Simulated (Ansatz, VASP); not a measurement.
One calculation of CdSe, two programs

INCAR

```
PREC     = Accurate       # precision mode
ENCUT    = 520            # plane-wave cutoff, eV
EDIFF    = 1E-8           # SCF threshold, eV
ISMEAR   = -1             # smearing method
SIGMA    = 0.03           # smearing width, eV
LREAL    = False          # projectors in reciprocal space
LASPH    = True           # aspherical terms in the spheres
NELM     = 80             # most SCF steps
ALGO     = Normal         # electronic algorithm
ISIF     = 2              # what is computed and relaxed
LWAVE    = False          # write WAVECAR
LCHARG   = False          # write CHGCAR
GGA      = PE             # functional
LEFG     = True         
NBANDS   = 16             # bands
```

Contents of KPOINTS:

```
Automatic mesh
0
Gamma
  8 8 8
```

Contents of POSCAR:

```
CdSe
1.0
    0.0614054240      3.1009739106      3.1009739106
    3.1009739106      0.0614054240      3.1009739106
    3.1009739106      3.1009739106      0.0614054240
Cd Se
1 1
Direct
    0.0000000000      0.0000000000      0.0000000000
    0.2500000000      0.2500000000      0.2500000000
```

Input for Ansatz:

```yaml
crystal:
  lattice:
    - [0.061405424, 3.1009739106, 3.1009739106]
    - [3.1009739106, 0.061405424, 3.1009739106]
    - [3.1009739106, 3.1009739106, 0.061405424]
  atoms:
    - { symbol: Cd, position: [0.0, 0.0, 0.0] }
    - { symbol: Se, position: [0.25, 0.25, 0.25] }
kpoints:
  mp_grid: { grid: [8, 8, 8] }
scf:
  occupations: { method: fermi_dirac, width: 0.03 }
hamiltonian:
  xc: pbe
  pseudopotentials: { kind: paw }
output:
  forces: true
  stress: true
  eigenvalues: true
  efg: { contact_densities: true }
```

Change from the starting cell: equal xy, yz and zx shear strains of +2 %, PAW files.

Alike in both runs: task electric field gradients; functional PBE; k mesh 8 × 8 × 8; occupations fermi-dirac, width 0.03 eV; no spin polarisation.

|  | VASP | Ansatz |
| --- | --- | --- |
| version | VASP 6.6.1 | Ansatz 0.2.0 |
| potentials or method | VASP PAW PBE potentials, release 64 (Cd, Se) | PAW with Ansatz's default frozen-core files, scalar-relativistic |
| plane-wave cutoff (eV) | 520 | 420 |
| valence electrons in the cell | 18 | 36 |

VASP gave:

```
pressure (GPa)                                                 : 1.7
largest component of the traceless stress (GPa)                : 0.82
rms of the force components (eV/Å)                             : 0.109
Vzz of the field gradient on the site that differs most (V/Å²) : 20.9
```

Task: Which values does Ansatz return?

Result: Pressure (GPa): 1.4; largest component of the traceless stress (GPa): 0.80; rms of the force components (eV/Å): 0.104; Vzz of the field gradient on the site that differs most (V/Å²): 19.1.

Atom by atom the forces differ by 0.005 eV/Å (rms over components). The two sets of potentials don't hold the same shells in valence. Ansatz warned: «gradients_without_spin_orbit».
